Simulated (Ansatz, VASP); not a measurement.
# Two plane-wave programs on Ge

The input INCAR:

```
  PREC = Accurate
  ENCUT = 520
  EDIFF = 1E-7
  ISMEAR = -1
  SIGMA = 0.05
  LREAL = False
  LASPH = True
  NELM = 60
  ALGO = Normal
  ISIF = 2
  LWAVE = False
  LCHARG = True
  GGA = PE
  LELF = True
  LVHAR = True
  NBANDS = 13
```

The input KPOINTS:

```
regular mesh
0
Gamma
  10 10 10
```

File POSCAR:

```
Ge
1.0
    2.7104700000     -0.0271047000      0.0000000000
   -0.0271047000      2.7104700000      0.0000000000
    0.0000000000      0.0000000000      2.7104700000
Ge
1
Direct
    0.0000000000      0.0000000000      0.0000000000
```

input.yaml

```yaml
crystal:
  lattice:
    - [2.71047, -0.0271047, 0.0]
    - [-0.0271047, 2.71047, 0.0]
    - [0.0, 0.0, 2.71047]
  atoms:
    - { symbol: Ge, position: [0.0, 0.0, 0.0] }
hamiltonian:
  xc: pbe
  pseudopotentials: { kind: paw }
kpoints:
  mp_grid: { grid: [10, 10, 10] }
scf:
  occupations: { method: fermi_dirac, width: 0.05 }
output:
  forces: true
  stress: true
  eigenvalues: true
  write_density: true
  write_potential: true
  elf: true
  volumetric_format: npy
```

Change from the starting cell: strain = -0.02.

Alike in both runs: task single point; functional PBE; k mesh 10 × 10 × 10; occupations fermi-dirac, width 0.05 eV; no spin polarisation.

```csv
,VASP,Ansatz
version,VASP 6.6.1,Ansatz 0.2.0
potentials or method,"VASP PAW PBE potentials, release 64 (Ge_d)",Ansatz PAW
plane-wave cutoff (eV),520,420
valence electrons in the cell,14,14
```

```csv
,VASP,Ansatz,Ansatz less VASP
gap on the k mesh at the Fermi level (eV),none,none,-
pressure (GPa),-0.5,-0.5,+0.08
largest component of the traceless stress (GPa),0.29,0.29,+0.004
```

A gap of «none» marks a metal or a gap that the smearing closes.
